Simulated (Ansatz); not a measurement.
# CdS (F-43m): zero-pressure volume and bulk modulus with mr²SCAN, part 2 of 2

What volume and stiffness does mr²SCAN give for CdS (F-43m)?

Ansatz 0.2.0; DFT mr²SCAN, scalar-relativistic, plane waves, PAW.

**5. Volume × 0.98 of the new zero**

The COD entry's cell or inner coordinates are ideal or old and differ from later refinements, so a difference from it is no clean test against experiment.

input.yaml reads:

```yaml
crystal:
  lattice:
    - [0.0, 2.9192279955, 2.9192279955]
    - [2.9192279955, 0.0, 2.9192279955]
    - [2.9192279955, 2.9192279955, 0.0]
  atoms:
    - { symbol: Cd, position: [0.0, 0.0, 0.0] }
    - { symbol: S, position: [0.75, 0.75, 0.75] }
basis:
  ecutwfc: 500
  ecutrho_ratio: 4
kpoints:
  mp_grid: { grid: [8, 8, 8] }
hamiltonian:
  xc: mr2scan
scf:
  occupations: { method: gaussian, width: 0.05 }
output:
  forces: true
  stress: true
  eigenvalues: true
```

Run with:

```console
> ansatz run input.yaml --threads 4 --pin off --max-ram 8192MiB --backend cpu --events-out ev --progress --plain --runs-dir out
```

The log of the run (excerpt; [...] marks lines left out):

```text
Warning: RAYON_NUM_THREADS=4 ignored (pool sized by the plan → 4); use --threads N
[...]
Pseudopotentials: kind: paw
Pseudopotential: Cd, paw, valence charge 20, recommended cutoff 500 eV (meta_gga), Cd.paw.azcp
Pseudopotential: S, paw, valence charge 6, recommended cutoff 500 eV (meta_gga), S.paw.azcp
Functional definition: m-r2SCAN
[...]
Crystal: 2 atoms, lattice volume = 49.755 Å³
Basis set: ecut = 500 eV, 1243 PW (Γ), exchange–correlation on 128×128×128 points (64 copies of the dense FFT grid, shifted against one another)
Bands: 17, of which v1, the nominal top of the filled ones, is band 13 counted from 1 (12 counted from 0)
Symmetry: 24 space group operations
Space group: F-43m (ITA 216), of the structure as read, at distance tolerance 3.7e-5 Å
k-points: 29 of 512 (time reversal used)
[...]
SCF iter   1: F=—  HF=-9175.594230 eV  |F-HF|=—  |Δ(HF+E_count)|=         —  Δρ=6.01e-3  dr2=9.57e-3  dr2_τ=1.62e-2  ethr=1.77e-3  ⟨swp⟩=5.7  Hψ=2468  notcnv=0
[...]
SCF iter   6: F=-9175.606330 eV  HF=-9175.606330 eV  |F-HF|=1.09e-11  |Δ(HF+E_count)|=   6.89e-8  Δρ=1.04e-6  dr2=3.93e-10  dr2_τ=7.33e-11  ethr=1.66e-10  ⟨swp⟩=2.3  Hψ=1866  notcnv=0
[...]
SCF converged after 6 iterations
Free energy (F): -9175.606330 eV
[...]
E sigma→0 (E₀):  -9175.606330 eV
Fermi energy:    7.398623 eV
[...]
--- Forces (eV/Å), atoms counted from 1 ---
  atom   1  Cd    -0.00000000    -0.00000000     0.00000000
  atom   2  S      0.00000000    -0.00000000    -0.00000000
[...]
--- Stress (GPa, compression-positive) ---
        1.277220       0.000000      -0.000000
        0.000000       1.277220       0.000000
       -0.000000       0.000000       1.277220
  P = ⅓ Tr σ = 1.2772 GPa (12.772 kbar)
--- Band table (eV; the first three rows and the last of 29) ---
  k-point 0: bands = ["-97.4676", "-57.6308", "-57.6308", "-57.6308", "-6.2422", "-1.3827", "-1.3827", "-1.3827", "-0.8817", "-0.8817", "6.6031", "6.6031", "6.6031", "8.1924", "13.6676", "13.6676", "13.6676"]
[...]
```

Run time: 1.9 s. Hardware: 4 threads of Arm Neoverse V1, shared host; peak memory 0.46 GiB.

This gives: volume 24.877 Å³/atom, pressure 1.28 GPa, mesh gap 1.59 eV.

**6. Volume × 1.02 of the new zero**

input.yaml, as its differences from that of step 5:

```diff
@@ -2,5 +2,5 @@
   lattice:
-    - [0.0, 2.9192279955, 2.9192279955]
-    - [2.9192279955, 0.0, 2.9192279955]
-    - [2.9192279955, 2.9192279955, 0.0]
+    - [0.0, 2.9584169401, 2.9584169401]
+    - [2.9584169401, 0.0, 2.9584169401]
+    - [2.9584169401, 2.9584169401, 0.0]
   atoms:
```

Run with:

```console
> ansatz run input.yaml --threads 4 --pin off --max-ram 8192MiB --backend cpu --events-out ev --progress --plain --runs-dir out
```

The log of the run (excerpt; [...] marks lines left out):

```text
Warning: RAYON_NUM_THREADS=4 ignored (pool sized by the plan → 4); use --threads N
[...]
Pseudopotentials: kind: paw
Pseudopotential: Cd, paw, valence charge 20, recommended cutoff 500 eV (meta_gga), Cd.paw.azcp
Pseudopotential: S, paw, valence charge 6, recommended cutoff 500 eV (meta_gga), S.paw.azcp
Functional definition: m-r2SCAN
[...]
Crystal: 2 atoms, lattice volume = 51.785 Å³
Basis set: ecut = 500 eV, 1363 PW (Γ), exchange–correlation on 128×128×128 points (64 copies of the dense FFT grid, shifted against one another)
Bands: 17, of which v1, the nominal top of the filled ones, is band 13 counted from 1 (12 counted from 0)
Symmetry: 24 space group operations
Space group: F-43m (ITA 216), of the structure as read, at distance tolerance 3.7e-5 Å
k-points: 29 of 512 (time reversal used)
[...]
SCF iter   1: F=—  HF=-9175.595865 eV  |F-HF|=—  |Δ(HF+E_count)|=         —  Δρ=5.90e-3  dr2=9.52e-3  dr2_τ=1.56e-2  ethr=1.77e-3  ⟨swp⟩=5.7  Hψ=2452  notcnv=0
[...]
SCF iter   6: F=-9175.606579 eV  HF=-9175.606579 eV  |F-HF|=3.02e-9  |Δ(HF+E_count)|=   6.75e-8  Δρ=3.79e-6  dr2=6.77e-9  dr2_τ=4.27e-10  ethr=2.08e-10  ⟨swp⟩=2.4  Hψ=1864  notcnv=0
[...]
SCF converged after 6 iterations
Free energy (F): -9175.606579 eV
[...]
E sigma→0 (E₀):  -9175.606579 eV
Fermi energy:    6.800739 eV
[...]
--- Forces (eV/Å), atoms counted from 1 ---
  atom   1  Cd    -0.00000000    -0.00000000     0.00000000
  atom   2  S      0.00000000    -0.00000000    -0.00000000
[...]
--- Stress (GPa, compression-positive) ---
       -1.148402       0.000000      -0.000000
       -0.000000      -1.148402       0.000000
       -0.000000       0.000000      -1.148402
  P = ⅓ Tr σ = -1.1484 GPa (-11.484 kbar)
--- Band table (eV; the first three rows and the last of 29) ---
  k-point 0: bands = ["-97.9566", "-58.1194", "-58.1194", "-58.1194", "-6.5507", "-1.8017", "-1.8017", "-1.8017", "-1.3568", "-1.3568", "6.0512", "6.0512", "6.0512", "7.5485", "13.1219", "13.1219", "13.1219"]
[...]
```

Wall time 1.9 s (4 threads of Arm Neoverse V1, shared host); peak memory 0.47 GiB.

In short: volume 25.893 Å³/atom, pressure -1.15 GPa, mesh gap 1.50 eV.

**7. Volume × 0.96 of the new zero**

input.yaml, as its differences from that of step 6:

```diff
@@ -2,5 +2,5 @@
   lattice:
-    - [0.0, 2.9584169401, 2.9584169401]
-    - [2.9584169401, 0.0, 2.9584169401]
-    - [2.9584169401, 2.9584169401, 0.0]
+    - [0.0, 2.8992326556, 2.8992326556]
+    - [2.8992326556, 0.0, 2.8992326556]
+    - [2.8992326556, 2.8992326556, 0.0]
   atoms:
```

Run with:

```console
> ansatz run input.yaml --threads 4 --pin off --max-ram 8192MiB --backend cpu --events-out ev --progress --plain --runs-dir out
```

The log of the run (excerpt; [...] marks lines left out):

```text
Warning: RAYON_NUM_THREADS=4 ignored (pool sized by the plan → 4); use --threads N
[...]
Pseudopotentials: kind: paw
Pseudopotential: Cd, paw, valence charge 20, recommended cutoff 500 eV (meta_gga), Cd.paw.azcp
Pseudopotential: S, paw, valence charge 6, recommended cutoff 500 eV (meta_gga), S.paw.azcp
Functional definition: m-r2SCAN
[...]
Crystal: 2 atoms, lattice volume = 48.739 Å³
Basis set: ecut = 500 eV, 1243 PW (Γ), exchange–correlation on 120×120×120 points (64 copies of the dense FFT grid, shifted against one another)
Bands: 17, of which v1, the nominal top of the filled ones, is band 13 counted from 1 (12 counted from 0)
Symmetry: 24 space group operations
Space group: F-43m (ITA 216), of the structure as read, at distance tolerance 3.7e-5 Å
k-points: 29 of 512 (time reversal used)
[...]
SCF iter   1: F=—  HF=-9175.580875 eV  |F-HF|=—  |Δ(HF+E_count)|=         —  Δρ=6.06e-3  dr2=9.57e-3  dr2_τ=1.66e-2  ethr=1.77e-3  ⟨swp⟩=5.6  Hψ=2446  notcnv=0
[...]
SCF iter   6: F=-9175.593786 eV  HF=-9175.593786 eV  |F-HF|=2.62e-9  |Δ(HF+E_count)|=   6.38e-8  Δρ=2.77e-6  dr2=3.63e-9  dr2_τ=3.10e-10  ethr=1.68e-10  ⟨swp⟩=2.2  Hψ=1835  notcnv=0
[...]
SCF converged after 6 iterations
Free energy (F): -9175.593786 eV
[...]
E sigma→0 (E₀):  -9175.593786 eV
Fermi energy:    7.717415 eV
[...]
--- Forces (eV/Å), atoms counted from 1 ---
  atom   1  Cd    -0.00000000     0.00000000    -0.00000000
  atom   2  S      0.00000000    -0.00000000    -0.00000000
[...]
--- Stress (GPa, compression-positive) ---
        2.704349       0.000000      -0.000000
        0.000000       2.704349       0.000000
       -0.000000       0.000000       2.704349
  P = ⅓ Tr σ = 2.7043 GPa (27.043 kbar)
--- Band table (eV; the first three rows and the last of 29) ---
  k-point 0: bands = ["-97.2109", "-57.3744", "-57.3744", "-57.3744", "-6.0793", "-1.1643", "-1.1643", "-1.1643", "-0.6326", "-0.6326", "6.8988", "6.8988", "6.8988", "8.5344", "13.9561", "13.9561", "13.9561"]
[...]
```

Run time: 1.8 s. Hardware: 4 threads of Arm Neoverse V1, shared host; peak memory 0.44 GiB.

Read off: volume 24.370 Å³/atom, pressure 2.70 GPa, gap on the mesh 1.64 eV.

**8. Volume × 1.04 of the new zero**

input.yaml, as its differences from that of step 7:

```diff
@@ -2,5 +2,5 @@
   lattice:
-    - [0.0, 2.8992326556, 2.8992326556]
-    - [2.8992326556, 0.0, 2.8992326556]
-    - [2.8992326556, 2.8992326556, 0.0]
+    - [0.0, 2.977627978, 2.977627978]
+    - [2.977627978, 0.0, 2.977627978]
+    - [2.977627978, 2.977627978, 0.0]
   atoms:
```

Run with:

```console
> ansatz run input.yaml --threads 4 --pin off --max-ram 8192MiB --backend cpu --events-out ev --progress --plain --runs-dir out
```

The log of the run (excerpt; [...] marks lines left out):

```text
Warning: RAYON_NUM_THREADS=4 ignored (pool sized by the plan → 4); use --threads N
[...]
Pseudopotentials: kind: paw
Pseudopotential: Cd, paw, valence charge 20, recommended cutoff 500 eV (meta_gga), Cd.paw.azcp
Pseudopotential: S, paw, valence charge 6, recommended cutoff 500 eV (meta_gga), S.paw.azcp
Functional definition: m-r2SCAN
[...]
Crystal: 2 atoms, lattice volume = 52.801 Å³
Basis set: ecut = 500 eV, 1363 PW (Γ), exchange–correlation on 128×128×128 points (64 copies of the dense FFT grid, shifted against one another)
Bands: 17, of which v1, the nominal top of the filled ones, is band 13 counted from 1 (12 counted from 0)
Symmetry: 24 space group operations
Space group: F-43m (ITA 216), of the structure as read, at distance tolerance 3.8e-5 Å
k-points: 29 of 512 (time reversal used)
[...]
SCF iter   1: F=—  HF=-9175.585904 eV  |F-HF|=—  |Δ(HF+E_count)|=         —  Δρ=5.85e-3  dr2=9.52e-3  dr2_τ=1.53e-2  ethr=1.77e-3  ⟨swp⟩=5.6  Hψ=2429  notcnv=0
[...]
SCF iter   6: F=-9175.595995 eV  HF=-9175.595995 eV  |F-HF|=2.93e-9  |Δ(HF+E_count)|=   7.12e-8  Δρ=4.55e-6  dr2=8.97e-9  dr2_τ=7.41e-10  ethr=2.83e-10  ⟨swp⟩=2.5  Hψ=1846  notcnv=0
[...]
SCF converged after 6 iterations
Free energy (F): -9175.595995 eV
[...]
E sigma→0 (E₀):  -9175.595995 eV
Fermi energy:    6.520181 eV
[...]
--- Forces (eV/Å), atoms counted from 1 ---
  atom   1  Cd    -0.00000000    -0.00000000     0.00000000
  atom   2  S      0.00000000    -0.00000000     0.00000000
[...]
--- Stress (GPa, compression-positive) ---
       -2.176171       0.000000      -0.000000
       -0.000000      -2.176171       0.000000
       -0.000000       0.000000      -2.176171
  P = ⅓ Tr σ = -2.1762 GPa (-21.762 kbar)
--- Band table (eV; the first three rows and the last of 29) ---
  k-point 0: bands = ["-98.1896", "-58.3522", "-58.3522", "-58.3522", "-6.6969", "-2.0028", "-2.0028", "-2.0028", "-1.5834", "-1.5834", "5.7934", "5.7934", "5.7934", "7.2451", "12.8635", "12.8635", "12.8635"]
[...]
```

Wall time 2 s (4 threads of Arm Neoverse V1, shared host); peak memory 0.47 GiB.

Read off: volume 26.400 Å³/atom, pressure -2.18 GPa, mesh gap 1.45 eV.

**9. Energy and pressure against volume**

Energies have the smearing extrapolated to zero and count from the lowest point.

```csv
volume (Å³/atom),energy (meV/atom),pressure (GPa)
24.370,8.25,2.70
24.877,1.98,1.28
25.385,0.00,0.00
25.893,1.86,-1.15
26.400,7.15,-2.18
```

volume (Å³/atom), energy (meV/atom) and a bar:
```
    24.37        8.3 ##############################
    24.88        2.0 #######
    25.39        0.0 
    25.89        1.9 #######
    26.40        7.1 ##########################
```

**10. What came out**

What follows sums up all 2 parts.

| quantity | value |
| --- | --- |
| V0 | 25.384 Å³/atom |
| B0 | 61 GPa |
| gap on the mesh | 1.54 eV |
| time in all | 13 s |

What this shows: mr²SCAN puts the minimum at 25.38 Å³/atom, +3.0 % from the cell given, which stood at 3.3 GPa under PBE, with a bulk modulus of 61 GPa. A measured lattice constant a of CdS is 5.825 Å (300 K; a printed reference work, monograph); the calculated 5.878 Å misses it by +0.9 %. The calculation is for 0 K without zero-point motion.
